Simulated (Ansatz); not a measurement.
## C: random displacements

Theory: DFT r2SCAN, scalar-relativistic, plane waves, PAW (Ansatz 0.2.0). Cutoff 500 eV, Γ-centred 6×6×6 k-points, Gaussian smearing of 0.05 eV. No spin polarisation. Energies are free energies at this smearing, counted from the undisturbed cell; pressure is positive in compression.

Zero of the scan (relaxed at this level):

```
C
1.0
     3.56028    0.00000    0.00000
     0.00000   -3.56028    0.00000
     0.00000    0.00000   -3.56028
C
8
Direct
  0.50000 0.00000 0.00000
  0.00000 0.50000 0.00000
  0.00000 0.00000 0.50000
  0.50000 0.50000 0.50000
  0.75000 0.75000 0.75000
  0.25000 0.25000 0.75000
  0.25000 0.75000 0.25000
  0.75000 0.25000 0.25000
```

The atoms are displaced (Å, in the unstrained cell):

```tsv
atom	ux	uy	uz
C1	0.329	-0.148	0.239
C2	0.185	-0.078	-0.034
C3	-0.092	-0.324	-0.010
C4	0.088	-0.089	0.081
C5	-0.248	0.210	-0.196
C6	-0.295	0.164	-0.097
C7	0.179	0.061	-0.002
C8	-0.146	0.204	0.018
```

Strain (Voigt, engineering shear): (0.0000, -0.0495, 0.0054, -0.0069, 0.0177, -0.0004).

Task: What are the energy change, the stress and the forces?

Result: ΔE = 1768.9 meV/atom; stress (xx, yy, zz, yz, xz, xy; compression positive) (65.48, 117.87, 88.24, -21.86, 15.30, -25.62) GPa.
```
atom Fx (eV/Å) Fy Fz
  C1     -11.26   2.08   2.09
  C2      -4.10   1.02   1.73
  C3       1.80   8.60   5.57
  C4       0.78   2.20   0.06
  C5       7.22   2.18   2.83
  C6       8.32  -4.88  -4.22
  C7      -5.75  -2.88  -0.33
  C8       2.98  -8.32  -7.72
```

Cost: 1 run of about 0.38 core-minutes, on Oxide Virtual Turin-like Processor (Zen 5) (shared hosts).